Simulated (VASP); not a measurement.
# MnO2 (P4_2/mnm) in VASP: a series of runs, part 2 of 3

VASP 6.6.1. Earlier steps stand in the parts before.

## (3) Relaxation of cell and atoms, r2SCAN, collinear spin, ferromagnetic start

Input file INCAR:

```
ALGO     = Normal         # electronic algorithm
EDIFF    = 1E-6           # SCF threshold, eV
EDIFFG   = -0.01          # ionic threshold
ENCUT    = 600            # plane-wave cutoff, eV
IBRION   = 2              # ionic algorithm
ISIF     = 3              # what is computed and relaxed
ISMEAR   = 0              # smearing method
ISPIN    = 2              # spin polarisation
LASPH    = True           # aspherical terms in the spheres
LCHARG   = False          # write CHGCAR
LMAXMIX  = 4              # l up to which the mixer works
LMIXTAU  = True         
LORBIT   = 11             # projections on sites
LREAL    = False          # projectors in reciprocal space
LWAVE    = False          # write WAVECAR
MAGMOM   = 4 4 0 0 0 0    # initial moments
METAGGA  = R2SCAN         # meta-GGA
NELM     = 150            # most SCF steps
NSW      = 60             # ionic steps
PREC     = Accurate       # precision mode
SIGMA    = 0.05           # smearing width, eV
```

Input file KPOINTS:

```
k-points
0
Gamma
  6 6 9
```

Input file POSCAR:

```
MnO2
1.0
    4.4004184607      0.0000000000      0.0000000000
    0.0000000000      4.4004184607      0.0000000000
    0.0000000000      0.0000000000      2.8670779400
Mn O
2 4
Direct
    0.5000000000      0.5000000000      0.5000000000
    0.0000000000      0.0000000000      0.0000000000
    0.8049161500      0.1950838500      0.5000000000
    0.6950838500      0.6950838500      0.0000000000
    0.1950838500      0.8049161500      0.5000000000
    0.3049161500      0.3049161500      0.0000000000
```

Potentials or basis: VASP PAW PBE potentials, release 64 (Mn_pv, O).

Launch:

```sh
$ cat potpaw_PBE.64/Mn_pv/POTCAR potpaw_PBE.64/O/POTCAR > POTCAR
$ mpirun -np 1 vasp_std > vasp.out
```

OUTCAR:

```text
EDIFF = 1E-6
   EDIFFG = -0.01
   ENCUT = 600
   IBRION = 2
   ISIF = 3
   ISMEAR = 0
   ISPIN = 2
   LASPH = True
   LORBIT = 11
   LREAL = False
   METAGGA = R2SCAN
   NELM = 150
   NSW = 60
   PREC = Accurate

 ion  position               nearest neighbor table
   1  0.500  0.500  0.500-   4 1.88   6 1.88   4 1.88   6 1.88   5 1.90   3 1.90
   2  0.000  0.000  0.000-   3 1.88   5 1.88   3 1.88   5 1.88   4 1.90   6 1.90
   3  0.805  0.195  0.500-   2 1.88   2 1.88   1 1.90
   4  0.695  0.695  0.000-   1 1.88   1 1.88   2 1.90
   5  0.195  0.805  0.500-   2 1.88   2 1.88   1 1.90
   6  0.305  0.305  0.000-   1 1.88   1 1.88   2 1.90

  LATTYP: Found a simple tetragonal cell.
 ALAT       =     4.4004184607
 C/A-ratio  =     0.6515466576

  Lattice vectors:

 A1 = (   4.4004184607,   0.0000000000,   0.0000000000)
 A2 = (   0.0000000000,   4.4004184607,   0.0000000000)
 A3 = (   0.0000000000,   0.0000000000,   2.8670779400)

Analysis of symmetry for initial positions (statically):
=====================================================================
 Subroutine PRICEL returns:
 Original cell was already a primitive cell.

 Routine SETGRP: Setting up the symmetry group for a
 simple tetragonal supercell.

 Subroutine GETGRP returns: Found 16 space group operations
 (whereof  8 operations were pure point group operations)
 out of a pool of 16 trial point group operations.

The static configuration has the point symmetry D_2h.
 The point group associated with its full space group is D_4h.

Analysis of symmetry for dynamics (positions and initial velocities):
=====================================================================
 Subroutine PRICEL returns:
 Original cell was already a primitive cell.

 Routine SETGRP: Setting up the symmetry group for a
 simple tetragonal supercell.

 Subroutine GETGRP returns: Found 16 space group operations
 (whereof  8 operations were pure point group operations)
[... 167 lines left out ...]

 number of electron      49.9999967 magnetization       6.0001936

 Free energy of the ion-electron system (eV)
  ---------------------------------------------------
  ext. energy  EPLUGINS =         0.00000000
  ---------------------------------------------------
  free energy    TOTEN  =       -65.41524056 eV

  energy without entropy =      -65.41522464  energy(sigma->0) =      -65.41523260

------------------------ aborting loop because EDIFF is reached ----------------------------------------

  FORCE on cell =-STRESS in cart. coord.  units (eV):
  Direction    XX          YY          ZZ          XY          YZ          ZX
  --------------------------------------------------------------------------------------
  -------------------------------------------------------------------------------------
  Total       -0.0236094     -0.0236094     -0.0309696     -0.0000000      0.0000000      0.0000000
  in kB       -0.6813454     -0.6813454     -0.8937553     -0.0000000      0.0000000      0.0000000
  external PRESSURE =      -0.7521487 kB  Pullay stress =       0.0000000 kB
[... 67 lines left out ...]
--------------------------------------- Ionic step        3  -------------------------------------------

 number of electron      49.9999967 magnetization       6.0001828

 Free energy of the ion-electron system (eV)
  ---------------------------------------------------
  ext. energy  EPLUGINS =         0.00000000
  ---------------------------------------------------
  free energy    TOTEN  =       -65.41526761 eV

  energy without entropy =      -65.41525289  energy(sigma->0) =      -65.41526025

 E-fermi :   4.8990     XC(G=0): -12.8650

 val. band max:        4.8322471954   @ k =   0.0000   0.0000   0.0000
 cond. band min:       4.9656927199   @ k =   0.0000   0.0000   0.0000
 fundamental gap:      0.1334455245
 Fermi energy:         4.8989987012

 spin component 1

 k-point     1 :       0.0000    0.0000    0.0000
  band No.  band energies     occupation
      1     -47.9786      1.00000
      2     -47.9710      1.00000
      3     -47.9278      1.00000
      4     -47.9278      1.00000
      5     -47.8755      1.00000
      6     -47.8755      1.00000
[... 877 lines left out ...]
     33      17.0208      0.00000
     34      17.0208      0.00000

 [... further k-points ...]

 spin component 2

 k-point     1 :       0.0000    0.0000    0.0000
  band No.  band energies     occupation
      1     -43.9929      1.00000
      2     -43.9826      1.00000
      3     -43.9270      1.00000
      4     -43.9270      1.00000
      5     -43.8579      1.00000
      6     -43.8579      1.00000
[... 912 lines left out ...]
  FREE ENERGIE OF THE ION-ELECTRON SYSTEM (eV)
  ---------------------------------------------------
  free  energy   TOTEN  =       -65.4152676111 eV

  energy  without entropy=      -65.4152528908  energy(sigma->0) =      -65.41526025

 reached required accuracy - stopping structural energy minimisation

 total charge

# of ion       s       p       d       tot
------------------------------------------
    1        0.382   6.468   4.828  11.678
    2        0.382   6.468   4.828  11.678
    3        1.570   3.502   0.000   5.072
    4        1.570   3.502   0.000   5.072
    5        1.570   3.502   0.000   5.072
    6        1.570   3.502   0.000   5.072
--------------------------------------------------
tot          7.044  26.945   9.656  43.645

 magnetization (x)

# of ion       s       p       d       tot
------------------------------------------
    1        0.016   0.028   2.764   2.807
    2        0.016   0.028   2.764   2.807
    3        0.001   0.054   0.000   0.055
    4        0.001   0.054   0.000   0.055
    5        0.001   0.054   0.000   0.055
    6        0.001   0.054   0.000   0.055
--------------------------------------------------
tot          0.036   0.272   5.527   5.835
```

CONTCAR:

```text
MnO2
   1.00000000000000
     4.3999718606942766    0.0000000000000000    0.0000000000000000
    -0.0000000000000000    4.3999718606942766    0.0000000000000000
     0.0000000000000000    0.0000000000000000    2.8666962457929417
  Mn              O
     2     4
Direct
     0.5000000000000000    0.5000000000000000    0.5000000000000000
     1.0000000000000000    0.0000000000000000    0.0000000000000000
     0.8049968497804787    0.1950031502195213    0.5000000000000000
     0.6950031502195213    0.6950031502195213    0.0000000000000000
     0.1950031502195213    0.8049968497804787    0.5000000000000000
     0.3049968497804788    0.3049968497804788    0.0000000000000000

  0.00000000E+00  0.00000000E+00  0.00000000E+00
  0.00000000E+00  0.00000000E+00  0.00000000E+00
  0.00000000E+00  0.00000000E+00  0.00000000E+00
  0.00000000E+00  0.00000000E+00  0.00000000E+00
  0.00000000E+00  0.00000000E+00  0.00000000E+00
  0.00000000E+00  0.00000000E+00  0.00000000E+00
```

It took 17 min on 1 thread of Intel Xeon Platinum 8559C (Emerald Rapids), shared host; peak memory 0.31 GiB.

Results:

- Free energy: -65.4153 eV
- Relaxed volume: 9.25 Å³/atom
- Relaxed cell: a = 4.400 Å, b = 4.400 Å, c = 2.867 Å, α = 90.00°, β = 90.00°, γ = 90.00°
- Space group after relaxing (to 0.05 Å): P4_2/mnm (No. 136)
- Energy gained by relaxing: 0.0 meV/atom
- Ionic steps: 3
- Pressure after relaxing: 0.0 GPa
- Largest force after relaxing: 0.004 eV/Å
- Band gap on the k mesh: 0.13 eV, direct
- Net moment: 6.00 μB per cell
- Site moments: Mn +2.81; O +0.06 μB
- Valence electrons inside the program's atomic spheres: Mn 11.68; O 5.07

Forces in eV/Å, atoms in the order of the input:
```
Mn   0.000  0.000  0.000
Mn   0.000  0.000  0.000
O    0.003 -0.003  0.000
O   -0.003 -0.003  0.000
O   -0.003  0.003  0.000
O    0.003  0.003  0.000
```

Final structure:
```yaml
crystal:
  lattice:
    - [4.39997, 0.00000, 0.00000]
    - [0.00000, 4.39997, 0.00000]
    - [0.00000, 0.00000, 2.86670]
  atoms:
    - { symbol: Mn, position: [0.50000, 0.50000, 0.50000] }
    - { symbol: Mn, position: [0.00000, 0.00000, 0.00000] }
    - { symbol: O, position: [0.80500, 0.19500, 0.50000] }
    - { symbol: O, position: [0.69500, 0.69500, 0.00000] }
    - { symbol: O, position: [0.19500, 0.80500, 0.50000] }
    - { symbol: O, position: [0.30500, 0.30500, 0.00000] }
```

Levels at points of the mesh, in eV from the valence-band top:
Spin up:
| k point | band 26 | band 27 | band 28 | band 29 | band 30 | band 31 |
| --- | --- | --- | --- | --- | --- | --- |
| (0.00, 0.00, 0.00) | -0.98 | -0.50 | -0.49 | 0.13 | 3.21 | 3.21 |
| (0.50, 0.00, 0.00) | -1.48 | -0.88 | -0.88 | 2.66 | 2.66 | 3.00 |
| (0.50, 0.50, 0.00) | -1.88 | -0.15 | -0.15 | 1.82 | 1.82 | 3.18 |
Spin down:
```csv
k point,band 19,band 20,band 21,band 22,band 23,band 24,band 25,band 26
"(0.00, 0.00, 0.00)",-1.44,-0.68,-0.68,0.00,1.00,1.33,1.49,1.49
"(0.50, 0.00, 0.00)",-2.63,-2.63,-0.91,-0.91,1.72,1.72,2.10,2.10
"(0.50, 0.50, 0.00)",-2.34,-2.34,-1.70,-1.70,1.01,1.01,1.50,1.50
```

Caveat: the PAW data sets were made with another functional, which shifts forces and pressure a little; an odd mesh through Γ misses points on the zone boundary, where band edges often lie; only a ferromagnetic start was run, and an antiferromagnetic order may lie lower in energy.

(Continued in part 3 of 3.)
